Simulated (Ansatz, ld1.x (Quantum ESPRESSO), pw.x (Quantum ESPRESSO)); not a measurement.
**What a changed setting does to a pw.x run (diamond Al)**

Potential: norm-conserving RRKJ (Kleinman–Bylander form), ld1.x (Quantum ESPRESSO) 7.5, PBE; core [Ne], reference 3s2 3p1; waves: 3s (bound): rc 1.80 bohr; 3p (bound): rc 2.90 bohr; 3d channel at 0.25 Ry: rc 3.05 bohr; local part: all-electron potential smoothed inside 1.60 bohr (lloc = -1); core correction: none.

The reference run (k-mesh 8³, cutoffs 35/140 Ry, Fermi–Dirac 0.01 Ry, mixing_beta 0.4, conv_thr 1e-9, no spin) gives -0.04 GPa at 27.707 Å³/atom, where all-electron LAPW gives -0.02 GPa. This run, with its own iteration cap, changes input_dft to pbee, a wrong or extreme entry chosen on purpose.

```
&control
  calculation='scf', prefix='x', pseudo_dir='./', outdir='./tmp', tstress=.true., disk_io='none'
/
&system
  ibrav=0, nat=2, ntyp=1, ecutwfc=35, ecutrho=140, nbnd=10,
  occupations='smearing', smearing='fd', degauss=0.01, input_dft='pbee'
/
&electrons
  conv_thr=1e-09, mixing_beta=0.4, electron_maxstep=70
/
ATOMIC_SPECIES
Al 1.0 Al.UPF
CELL_PARAMETERS angstrom
  0.00000000 3.02595990 3.02595990
  3.02595990 0.00000000 3.02595990
  3.02595990 3.02595990 0.00000000
ATOMIC_POSITIONS crystal
Al 0.0000 0.0000 0.0000
Al 0.2500 0.2500 0.2500
K_POINTS automatic
8 8 8 0 0 0
```

```bash
pw.x < Al.scf.in > Al.scf.out
```

Problem. How does the run end?

Solution. It converges in 7 iterations; the free energy moves by +19.64 eV/atom and the pressure by +27.31 GPa. The name is a misspelling that pw.x reads only in part, so most of exchange and correlation is missing and the result is not meaningful.

```
Exchange-correlation= PBEE
     Message from routine setup:
     using ibrav=0 with symmetry is DISCOURAGED, use correct ibrav instead
     lattice parameter (alat)  =       8.0868  a.u.
     unit-cell volume          =     373.9522 (a.u.)^3
     number of electrons       =         6.00
     number of Kohn-Sham states=           10
     kinetic-energy cutoff     =      35.0000  Ry
     charge density cutoff     =     140.0000  Ry
     scf convergence threshold =      1.0E-09
     Exchange-correlation= PBEE
     number of k points=    29  Fermi-Dirac smearing, width (Ry)=  0.0100
     iteration #  1     ecut=    35.00 Ry     beta= 0.40
     total energy              =      -5.30154557 Ry
     estimated scf accuracy    <       0.02315370 Ry
     iteration #  2     ecut=    35.00 Ry     beta= 0.40
     total energy              =      -5.29996649 Ry
     estimated scf accuracy    <       0.00401336 Ry
     iteration #  3     ecut=    35.00 Ry     beta= 0.40
     total energy              =      -5.30041960 Ry
     estimated scf accuracy    <       0.00017552 Ry
     iteration #  4     ecut=    35.00 Ry     beta= 0.40
     total energy              =      -5.30043868 Ry
     estimated scf accuracy    <       0.00000027 Ry
     iteration #  5     ecut=    35.00 Ry     beta= 0.40
     total energy              =      -5.30043900 Ry
     estimated scf accuracy    <       0.00000001 Ry
     iteration #  6     ecut=    35.00 Ry     beta= 0.40
     total energy              =      -5.30043900 Ry
     estimated scf accuracy    <          2.4E-09 Ry
     iteration #  7     ecut=    35.00 Ry     beta= 0.40
     the Fermi energy is    11.0050 ev
!    total energy              =      -5.30043900 Ry
     estimated scf accuracy    <          5.2E-12 Ry
     smearing contrib. (-TS)   =      -0.00623515 Ry
     The total energy is F=E-TS. E is the sum of the following terms:
     one-electron contribution =       2.92000913 Ry
     hartree contribution      =       0.27338054 Ry
     xc contribution           =      -0.00924686 Ry
     ewald contribution        =      -8.47834666 Ry
     convergence has been achieved in   7 iterations
          total   stress  (Ry/bohr**3)                   (kbar)     P=      272.71
     Message from routine punch:
     Nothing written, as per user request (disk_io='none')
```

The run took about 4.7 s on one core of a shared host (Intel(R) Xeon(R) Platinum 8259CL CPU @ 2.50GHz, 96 threads, 755 GiB, load 60).
